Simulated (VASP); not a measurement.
Write the native input for VASP 6.6.1 that does the following.

```yaml
Task: single point
Functional: optB86b-vdW
Potentials_or_basis: VASP PAW PBE potentials, release 64 (Rb_sv)
Cutoff: 400 eV
k_mesh: 1 × 1 × 1
Occupations: gaussian, width 0.01 eV
Spin: collinear spin, ferromagnetic start
Starting_moments: "[0.5] μB"
Fixed_moment: 1 μB
Further_INCAR_settings: ALGO = Normal; EDIFF = 1e-06; NBANDS = 14; ISYM = 0
```

The structure of Rb lies in POSCAR:

```
Rb                                      
1.0
   10.5000000000      0.0000000000      0.0000000000
    0.0000000000     11.0000000000      0.0000000000
    0.0000000000      0.0000000000     11.5000000000
  Rb            
     1
Selective dynamics
Direct
     0.5000000000000000    0.5045454544999970    0.5000000000000000   F   F   F
```

One way to write it, as run:

INCAR

```
PREC = Accurate ; ENCUT = 400
EDIFF = 1E-6 ; ISMEAR = 0
SIGMA = 0.01 ; LREAL = F
LASPH = T ; NELM = 100
ALGO = Normal ; ISIF = 2
LWAVE = F ; LCHARG = F
ISPIN = 2 ; MAGMOM = 0.5
LORBIT = 11 ; NUPDOWN = 1
GGA = MK ; LUSE_VDW = T
AGGAC = 0.0 ; PARAM1 = 0.1234
PARAM2 = 1.0 ; NBANDS = 14
ISYM = 0
```

KPOINTS

```
Automatic mesh
0
Gamma
  1 1 1
```

Potentials or basis: VASP PAW PBE potentials, release 64 (Rb_sv).

Launch:

```console
$ cat potpaw_PBE.64/Rb_sv/POTCAR > POTCAR
$ mpirun -np 4 vasp_gam > vasp.out
```

Results of the run:

```yaml
Net_moment: 1.00 μB per cell
Site_moments: Rb +0.04 μB
Valence_electrons_inside_the_program's_atomic_spheres: Rb 7.29
```

Caveat: the total moment is fixed, so each spin has its own Fermi level.

Wall time 6.1 min on 4 MPI ranks on Intel(R) Xeon(R) Platinum 8488C (Sapphire Rapids), on a shared host, peak memory 0.86 GiB a rank.
